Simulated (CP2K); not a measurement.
HfC:

```
Hf C
1.0
     2.43943    0.00000    0.00000
     0.00000    4.69500    0.00000
     0.00000    0.00000    2.56227
Hf C
1 1
Direct
  0.00000 0.00000 0.00000
  0.00000 0.50000 0.75000
```

The cell was built by a generator and needn't be a form met in nature.

Program: CP2K 2026.2. Alike in all runs: task single point; potentials or basis POTENTIAL_UZH Hf GTH-PBE-q12, C GTH-PBE-q4; TZVP-MOLOPT-PBE-GTH basis; no spin polarisation; cell as given; k mesh 11 × 6 × 10; smearing fermi-dirac 0.05 eV.

Problem. Order these runs on this cell by their pressure, lowest first.
A. level PBEsol
B. level HLE16
C. level MS2
D. level LDA

Solution. B (-20.7 GPa), D (3.3 GPa), A (5.6 GPa), C (10.7 GPa).

Caveats: the potentials were made for another functional, which shifts forces and pressure; the basis of atomic orbitals isn't converged, which shifts pressures, moduli and gaps; the potentials were made for a functional far from this one (some runs).

Runs at the PBE level aren't shown here.
